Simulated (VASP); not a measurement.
Set up this calculation in VASP 6.6.1, as the native input.

```
Task                   : relaxation of cell and atoms
Functional             : PBEsol
Dispersion             : rVV10
Potentials or basis    : VASP PAW PBE potentials, release 64 (Si, C)
Cutoff                 : 600 eV
k mesh                 : 10 × 10 × 10
Occupations            : fermi-dirac, width 0.05 eV
Spin                   : no spin polarisation
Further INCAR settings : ALGO = Normal; EDIFF = 1e-07; IBRION = 2; EDIFFG = -0.01; NSW = 40; ISIF = 3
```

The structure of SiC (Moissanite 3C) lies in POSCAR:

```
SiC
1.0
    0.0000000000      2.1790000000      2.1790000000
    2.1790000000      0.0000000000      2.1790000000
    2.1790000000      2.1790000000      0.0000000000
Si C
1 1
Direct
    0.0000000000      0.0000000000      0.0000000000
    0.7500000000      0.7500000000      0.7500000000
```

One way to write it, as run:

INCAR

```
SYSTEM = SiC
PREC = Accurate
ENCUT = 600
EDIFF = 1E-7
ISMEAR = -1
SIGMA = 0.05
LREAL = .False.
LASPH = .True.
NELM = 80
ALGO = Normal
ISIF = 3
LWAVE = .False.
LCHARG = .False.
GGA = PS
LUSE_VDW = .True.
IVDW_NL = 2
BPARAM = 20.0
CPARAM = 0.0093
IBRION = 2
NSW = 40
EDIFFG = -0.01
```

KPOINTS

```
Automatic mesh
0
Gamma
  10 10 10
  0 0 0
```

Potentials or basis: VASP PAW PBE potentials, release 64 (Si, C).

Launch:

```sh
$ cat potpaw_PBE.64/Si/POTCAR potpaw_PBE.64/C/POTCAR > POTCAR
$ mpirun -np 1 vasp_std > vasp.out
```

Results of the run:

```yaml
Relaxed_volume: 10.33 Å³/atom
Relaxed_cell: a = 3.080 Å, b = 3.080 Å, c = 3.080 Å, α = 60.00°, β = 60.00°, γ = 60.00°
Space_group_after_relaxing_to_0.05_Å: F-43m (No. 216)
Energy_gained_by_relaxing: 0.0 meV/atom
Ionic_steps: 3
Pressure_after_relaxing: 0.0 GPa
Band_gap_on_the_k_mesh: 1.22 eV, indirect (least direct gap 4.43 eV)
```

Caveat: the PAW data sets were made with another functional, which shifts forces and pressure a little.

It took 110 s on 1 thread of Intel(R) Xeon(R) Platinum 8259CL CPU @ 2.50GHz (Skylake/Cascade Lake), on a shared host, peak memory 0.25 GiB.
